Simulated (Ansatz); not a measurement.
**SnO₂ under strain**

Theory: Ansatz 0.2.0, DFT PBEsol, scalar-relativistic, plane waves, PAW. (420 eV cutoff, 6×6×8 k-mesh, Gaussian smearing of 0.02 eV, no spin polarisation)

The relaxed crystal:

```xyz
6
Lattice="4.7687 0.0000 0.0000 0.0000 4.7701 0.0000 0.0000 0.0000 3.2120" Properties=species:S:1:pos:R:3 pbc="T T T"
Sn    2.3843    2.3850    1.6060
Sn    0.0000    0.0000    0.0000
O     1.4602    1.4613    0.0000
O     3.8445    0.9237    1.6060
O     0.9241    3.8463    1.6060
O     3.3084    3.3088    0.0000
```

Deformation: uniaxial strain along c, with the lengths of a and b and the atoms relaxed and the angles held, all within the symmetry that the strain leaves. Energies are extrapolated to zero smearing. Stress is positive in compression, on the Cartesian axes of the cell above. Gaps are Kohn–Sham gaps over the whole zone.

| strain (%) | ΔE (meV/atom) | a (Å) | b (Å) | c (Å) | σxx (GPa) | σyy (GPa) | σzz (GPa) | gap (eV) |
| --- | --- | --- | --- | --- | --- | --- | --- | --- |
| -6.0 | 47.1 | 4.876 | 4.877 | 3.019 | 0.01 | 0.01 | 21.13 | 1.31 |
| -4.0 | 20.0 | 4.840 | 4.840 | 3.083 | 0.01 | 0.01 | 13.36 | 1.19 |
| -2.0 | ? | ? | ? | 3.148 | ? | ? | ? | ? |
| +0.0 | 0.0 | 4.769 | 4.770 | 3.212 | -0.01 | -0.02 | -0.01 | 0.92 |
| +2.0 | 4.3 | 4.735 | 4.735 | 3.276 | 0.00 | 0.00 | -5.64 | 0.78 |
| +4.0 | 16.5 | 4.701 | 4.701 | 3.340 | 0.00 | 0.00 | -10.62 | 0.65 |
| +6.0 | ? | ? | ? | 3.405 | ? | ? | ? | ? |

(1) Fill in the row at -2.0 %.

(2) Fill in the row at +6.0 %.

## Answers

(1) ΔE 4.8 meV/atom; a 4.804 Å; b 4.805 Å; σxx 0.00 GPa; σyy 0.00 GPa; σzz 6.33 GPa; gap 1.06 eV.

(2) ΔE 35.3 meV/atom; a 4.669 Å; b 4.669 Å; σxx 0.00 GPa; σyy -0.01 GPa; σzz -14.98 GPa; gap 0.54 eV.